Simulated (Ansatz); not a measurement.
## Vibrational response of MgO at 40 GPa

Level of theory: DFT PBE, scalar-relativistic, plane waves, PAW in Ansatz. Plane waves to 420 eV; Γ-centred k mesh 10×10×10; fixed occupations. No spin polarisation. Phonons by linear response, acoustic sum rule imposed.

The cell, relaxed at 40 GPa:
```yaml
crystal:
  lattice:
    - [0.00000, 2.00050, 2.00050]
    - [2.00050, 0.00000, 2.00050]
    - [2.00050, 2.00050, 0.00000]
  atoms:
    - { symbol: Mg, position: [0.00000, 0.00000, 0.00000] }
    - { symbol: O, position: [0.50000, 0.50000, 0.50000] }
```

Other phases may be more stable at this pressure.

**Question.** Give the high-frequency dielectric tensor ε∞.

**Answer.**
```
3.06 0.00 0.00
0.00 3.06 0.00
0.00 0.00 3.06
```

**Question.** Give the Born effective charges.

**Answer.**
```csv
atom,Z*xx,Z*yy,Z*zz,mean
Mg (atom 1),1.92,1.92,1.92,1.92
O (atom 2),-1.92,-1.92,-1.92,-1.92
```

**Question.** How large is the static dielectric tensor with the ions free to move, and what share of it is ionic?

**Answer.**
```
7.1 0.0 0.0
0.0 7.1 0.0
0.0 0.0 7.1
```
The ions give 57 % of its trace.

Cost: 1 run of about 0.077 core-minutes, on Intel Xeon 6975P-C (Granite Rapids) (shared hosts).